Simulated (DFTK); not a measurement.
Wanted: the native input for a DFTK 0.8.2 run.

| Item | Value |
| --- | --- |
| Task | single point |
| Functional | PBE |
| Potentials or basis | dojo.nc.sr.pbe.v0_4_1.standard.upf (PBE) |
| Cutoff | 1116 eV |
| k mesh | 11 × 11 × 11 |
| Occupations | fermi-dirac, width 0.05 eV |
| Spin | no spin polarisation |
| Valence electrons | Ag 19 |
| SCF tolerance on the density | 1e-06 |

Crystal: Ag.

```
Ag
1.0
    -1.66744    1.70967    1.67800
     1.64484   -1.66248    1.60821
     1.64974    1.64478   -1.63081
Ag
1
Direct
  0.00036 0.98336 0.99733
```

The cell isn't the ideal one: cell strained at random at fixed volume.

One way to write it, as run:

run.jl

```julia
using DFTK
using PseudoPotentialData
using Unitful, UnitfulAtomic
using LinearAlgebra, Printf
include("save.jl")
disable_threading()

# lattice vectors are the columns
lattice = austrip(1u"Å") * [     -1.667437       1.644845       1.649741;
                 1.709674      -1.662476        1.64478;
                 1.678003       1.608214      -1.630805]
symbols   = [:Ag]
positions = [[0.00036, -0.016641, -0.002668]]
pseudopotentials = PseudoFamily("dojo.nc.sr.pbe.v0_4_1.standard.upf")
elements = Dict(s => ElementPsp(s, pseudopotentials) for s in unique(symbols))
atoms    = [elements[s] for s in symbols]

build_model(lattice, positions; symmetries=true) =
    model_DFT(lattice, atoms, positions;
              functionals=PBE(),
              temperature=austrip(0.05u"eV"),
              smearing=Smearing.FermiDirac(),
              symmetries)
Ecut  = 41.0  # hartree
kgrid = [11, 11, 11]
tol   = 1e-6
to_GPa = ustrip(uconvert(u"GPa", 1u"hartree/bohr^3"))

model = build_model(lattice, positions)
basis = PlaneWaveBasis(model; Ecut, kgrid)
display(basis)
scfres = self_consistent_field(basis;
                               tol,
                               nbandsalg=AdaptiveBands(model; n_bands_converge=14))
display(scfres.energies)
@printf "Fermi level: %.6f eV\n" ustrip(auconvert(u"eV", something(scfres.εF, NaN)))
forces = compute_forces_cart(scfres)
println("Forces (eV/Å)")
for (s, f) in zip(symbols, forces)
    @printf "%-3s %12.6f %12.6f %12.6f\n" s ustrip.(auconvert.(u"eV/Å", f))...
end
stress = compute_stresses_cart(scfres)
println("Stress (GPa)")
display(round.(stress * to_GPa; digits=4))
println("Levels at the first k-point (eV): ", round.(ustrip.(auconvert.(u"eV", scfres.eigenvalues[1][1:scfres.n_bands_converge])); digits=4))
save_scf!(scfres; forces, stress)
```

Potentials or basis: dojo.nc.sr.pbe.v0_4_1.standard.upf (PBE).

The run is started by

```sh
$ julia --threads=1 run.jl  # save.jl only writes the numbers to a file and isn't shown; printed stress counts tension as positive; times include loading and compiling
```

Results of the run:

* Pressure: -1.0 GPa
* Band gap on the k mesh: none (metal or under the smearing width)

Run time: 19 min on 1 thread of Intel(R) Xeon(R) Platinum 8488C (Sapphire Rapids), on a shared host, peak memory 6.3 GiB.
